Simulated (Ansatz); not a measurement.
The system is SnTe.

```
Te Sn
1.0
     3.90470    0.00000    0.00000
     0.00000    3.90470    0.00000
     0.00000    0.00000    3.90470
Te Sn
1 1
Direct
  0.50000 0.50000 0.50000
  0.00000 0.00000 0.00000
```

Measurements of this composition are mostly on another form, of space group No. 225.

```yaml
Program: Ansatz 0.2.0
Task: relaxation of cell and atoms
Functional: PBE
Dispersion: D4
Potentials_or_basis: Ansatz PAW
Cutoff: "420 eV (not typed: the program's choice for these potentials)"
k_mesh: 7 × 7 × 7
Occupations: fermi-dirac, width 0.05 eV
Spin: no spin polarisation
```

At the start: volume 29.77 Å³/atom.

Question: How do energy, volume and symmetry change on relaxing?

Answer: It ends after 5 steps and the volume is 27.34 Å³/atom (-8.1 %); space group Pm-3m (No. 221, to 0.05 Å).

The path:
```tsv
step	energy change (eV)	largest force (eV/Å)	volume (Å³)
1	0.0000	0.0000	59.53
2	-0.0340	0.0000	57.24
3	-0.0502	0.0000	55.33
4	-0.0515	0.0000	54.68
5	-0.0506	0.0000	54.68
```

Final structure:
```cif
data_structure
_symmetry_space_group_name_H-M 'P 1'
_symmetry_Int_Tables_number 1
_cell_length_a 3.7957
_cell_length_b 3.7957
_cell_length_c 3.7957
_cell_angle_alpha 90.000
_cell_angle_beta 90.000
_cell_angle_gamma 90.000
_cell_volume 54.68
loop_
_atom_site_label
_atom_site_type_symbol
_atom_site_fract_x
_atom_site_fract_y
_atom_site_fract_z
_atom_site_occupancy
Te1 Te 0.50000 0.50000 0.50000 1
Sn1 Sn 0.00000 0.00000 0.00000 1
```

Caveat: the plane-wave basis is chosen anew once the cell has moved, so the energies of steps on either side of that aren't comparable; pairwise dispersion overbinds metals, which lowers pressure and volume.
